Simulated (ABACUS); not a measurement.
Runs of ABACUS 3.10.1 on NaI. Symmetry: Fm-3m, No. 225, cubic system. The conventional cell has a = 6.473 Å, b = 6.473 Å, c = 6.473 Å, α = 90.00°, β = 90.00°, γ = 90.00°. Around I (site symmetry m-3m) lie 6 Na at 3.24 Å. Around Na (site symmetry m-3m) lie 6 I at 3.24 Å. 

```tsv
task	level	potentials or basis	cell	k mesh	cutoff (eV)	SCF threshold on the density	eigensolver	symmetry key	max steps of the relaxation	force threshold	mesh quality	gap on the mesh (eV)	pressure (GPa)	V0 of scaled cells (Å³/atom)	B0 (GPa)
equation of state	PBE	PseudoDojo NC SR 0.4.1 PBE standard, TZDP LCAO (the cutoffs set its grid)	as given	7 × 7 × 7	1361	1e-07	genelpa	1	-	-	not flagged	-	-	34.88	15
relaxation of cell and atoms	PBE	PseudoDojo NC SR 0.5 PBE standard, TZDP LCAO (the cutoffs set its grid)	relaxed	6 × 6 × 6	1361	1e-07	scalapack_gvx	1	60	0.02 eV/Å	not flagged	-	0.0	-	-
single point	PBE	PseudoDojo NC SR 0.4.1 PBE standard, DZP LCAO (the cutoffs set its grid)	as given	7 × 7 × 7	1361	1e-07	genelpa	1	-	-	not flagged	3.73	0.5	-	-
single point	r2SCAN	SG15 ONCV 1.2 PBE, plane waves	as given	4 × 4 × 4	1401	1e-08	dav	1	-	-	coarse	4.41	(a)	-	-
equation of state	B86bPBE	SPMS ONCV 1.0 PBE, plane waves	as given	6 × 6 × 6	1211	1e-08	dav	1	-	-	not flagged	-	-	35.44	15
single point	B86bPBE	SPMS ONCV 1.0 PBE, plane waves	as given	6 × 6 × 6	1211	1e-08	dav	1	-	-	not flagged	(c)	(b)	-	-
```

Alike in all rows: no spin polarisation; smearing fermi-dirac 0.05 eV.

Question: Estimate the missing entries.

Answer: (a) -0.4; (b) 0.7; (c) 3.67.

Caveats: some runs use coarse meshes; the atomic orbitals were generated for these runs and aren't a published set (some runs); the basis of atomic orbitals isn't converged, which shifts pressures, moduli and gaps (some runs); spin-orbit coupling is left out, which moves the levels of the heavy elements (some runs); the potentials were made for another functional, which shifts forces and pressure (some runs); an odd mesh through Γ misses points on the zone boundary, where band edges often lie (some runs).

A k mesh can miss the band edges, and the runs leave out spin-orbit coupling on I.

Not every run made on this cell is shown here.
